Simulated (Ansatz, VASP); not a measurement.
This is a calculation of C (Carbon) for VASP 6.6.1. 

File INCAR:

```
SYSTEM = C
PREC = Accurate ; ENCUT = 600
EDIFF = 1E-7 ; ISMEAR = -1
SIGMA = 0.05 ; LREAL = .False.
LASPH = .True. ; NELM = 60
ALGO = Normal ; ISIF = 3
LWAVE = .False. ; LCHARG = .False.
GGA = PE ; IVDW = 12
IBRION = 2 ; NSW = 60
EDIFFG = -0.01
```

The input KPOINTS:

```
Automatic mesh
0
Gamma
  12 12 4
  0 0 0
```

The input POSCAR:

```
C
1.0
    2.5221000000      0.0000000000      0.0000000000
   -1.2610500000      2.1842026709      0.0000000000
    0.0000000000      0.0000000000      8.2371000000
C
8
Direct
    0.6666666667      0.3333333333      0.8437500000
    0.3333333333      0.6666666667      0.3437500000
    0.6666666667      0.3333333333      0.6562500000
    0.3333333333      0.6666666667      0.1562500000
    0.0000000000      0.0000000000      0.9062500000
    0.0000000000      0.0000000000      0.4062500000
    0.0000000000      0.0000000000      0.5937500000
    0.0000000000      0.0000000000      0.0937500000
```

Potentials or basis: VASP PAW PBE potentials, release 64 (C).

Launch:

```console
$ cat potpaw_PBE.64/C/POTCAR > POTCAR
$ mpirun -np 1 vasp_std > vasp.out
```

Q: What does the same run look like in Ansatz 0.2.0? Potentials or basis there: Ansatz PAW, cutoff 420 eV.

A: As run (cutoffs and basis follow the program's own potentials, and thresholds, step limits or extra output files can differ):

input.yaml

```yaml
crystal:
  lattice:
    - [2.5221, 0.0, 0.0]
    - [-1.26105, 2.1842026709, 0.0]
    - [0.0, 0.0, 8.2371]
  atoms:
    - { symbol: C, position: [0.6666666667, 0.3333333333, 0.84375] }
    - { symbol: C, position: [0.3333333333, 0.6666666667, 0.34375] }
    - { symbol: C, position: [0.6666666667, 0.3333333333, 0.65625] }
    - { symbol: C, position: [0.3333333333, 0.6666666667, 0.15625] }
    - { symbol: C, position: [0.0, 0.0, 0.90625] }
    - { symbol: C, position: [0.0, 0.0, 0.40625] }
    - { symbol: C, position: [0.0, 0.0, 0.59375] }
    - { symbol: C, position: [0.0, 0.0, 0.09375] }
hamiltonian:
  xc: pbe
  pseudopotentials: { kind: paw }
  dispersion: d3bj
kpoints:
  mp_grid: { grid: [12, 12, 4] }
scf:
  occupations: { method: fermi_dirac, width: 0.05 }
output:
  forces: true
  stress: true
  write_density: true
  write_potential: true
  elf: true
  volumetric_format: npy
relax:
  f_tol: 0.01
  max_steps: 40
  cell: { stress_tol: 0.05 }
```

Potentials or basis: Ansatz PAW.

Run with:

```console
$ ansatz run input.yaml --threads 4 --pin off --max-ram 11264MiB --backend cpu --events-out ev --progress --plain --runs-dir out
```

Both were run:

|  | VASP | Ansatz |
| --- | --- | --- |
| Relaxed volume | 5.63 Å³/atom | 5.63 Å³/atom |
| Relaxed cell | a = 2.508 Å, b = 2.508 Å, c = 8.270 Å, α = 90.00°, β = 90.00°, γ = 120.00° | a = 2.508 Å, b = 2.508 Å, c = 8.271 Å, α = 90.00°, β = 90.00°, γ = 120.00° |
| Space group after relaxing | P6_3/mmc (No. 194) | P6_3/mmc (No. 194) |
| Pressure after relaxing | 0.0 GPa | 0.0 GPa |

Ansatz's pressure holds a Pulay term of +1.04 GPa for its cutoff of 420 eV, which the other run lacks.

Where Ansatz's input types no cutoff or centring, it takes its own default and a Γ-centred mesh.

Pressure is positive in compression.
